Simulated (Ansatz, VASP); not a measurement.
This is a calculation of Mo for VASP 6.6.1.

INCAR

```
SYSTEM = Mo
PREC = Accurate
ENCUT = 520
EDIFF = 1E-7
ISMEAR = -1
SIGMA = 0.05
LREAL = .False.
LASPH = .True.
NELM = 60
ALGO = Normal
ISIF = 2
LWAVE = .False.
LCHARG = .False.
LDIPOL = .True.
IDIPOL = 3
DIPOL = 0.5 0.5 0.500
GGA = PE
NBANDS = 43
```

File KPOINTS:

```
Automatic mesh
0
Gamma
  11 11 1
  0 0 0
```

POSCAR

```
Mo
1.0
    2.8496403282      0.0000000000      0.0000000000
   -1.4248201641      2.4678609159      0.0000000000
    0.0000000000      0.0000000000     24.3068863393
Mo
5
Direct
    0.6666666667      0.3333333333      0.3085545345
    0.3333333333      0.6666666667      0.4042772673
    0.0000000000      0.0000000000      0.5000000000
    0.6666666667      0.3333333333      0.5957227327
    0.3333333333      0.6666666667      0.6914454655
```

Potentials or basis: VASP PAW PBE potentials, release 64 (Mo_sv).

The run is started by

```sh
$ cat potpaw_PBE.64/Mo_sv/POTCAR > POTCAR
$ mpirun -np 1 vasp_std > vasp.out
```

Problem. Translate it to Ansatz 0.2.0. Potentials there: Ansatz PAW.

Solution. As run (the cutoff follows the program's own potentials):

File input.yaml:

```yaml
crystal:
  lattice:
    - [2.8496403282, 0.0, 0.0]
    - [-1.4248201641, 2.4678609159, 0.0]
    - [0.0, 0.0, 24.3068863393]
  atoms:
    - { symbol: Mo, position: [0.6666666667, 0.3333333333, 0.3085545345] }
    - { symbol: Mo, position: [0.3333333333, 0.6666666667, 0.4042772673] }
    - { symbol: Mo, position: [0.0, 0.0, 0.5] }
    - { symbol: Mo, position: [0.6666666667, 0.3333333333, 0.5957227327] }
    - { symbol: Mo, position: [0.3333333333, 0.6666666667, 0.6914454655] }
hamiltonian:
  xc: pbe
  pseudopotentials: { kind: paw }
kpoints:
  mp_grid: { grid: [11, 11, 1] }
scf:
  occupations: { method: fermi_dirac, width: 0.05 }
output:
  forces: true
  eigenvalues: true
efield:
  axis: 3
  dipole_correction: true
  ramp_width: 0.04
```

Potentials or basis: Ansatz PAW.

Run with:

```bash
$ ansatz run input.yaml --threads 4 --pin off --max-ram 11264MiB --backend cpu --events-out ev --progress --plain --runs-dir out
```

Both were run:

|  | VASP | Ansatz | Ansatz less VASP |
| --- | --- | --- | --- |
| gap on the k mesh at the Fermi level (eV) | none | none | - |
| rms of the force components (eV/Å) | 0.066 | 0.072 | +0.0056 |
| work function, face that differs most (eV) | 4.54 | 4.65 | +0.116 |

Atom by atom the forces differ by 0.006 eV/Å (rms over components). A gap of «none» marks a metal or a gap that the smearing closes. The functional is the same, so the differences come from potentials, cutoffs and numerics.
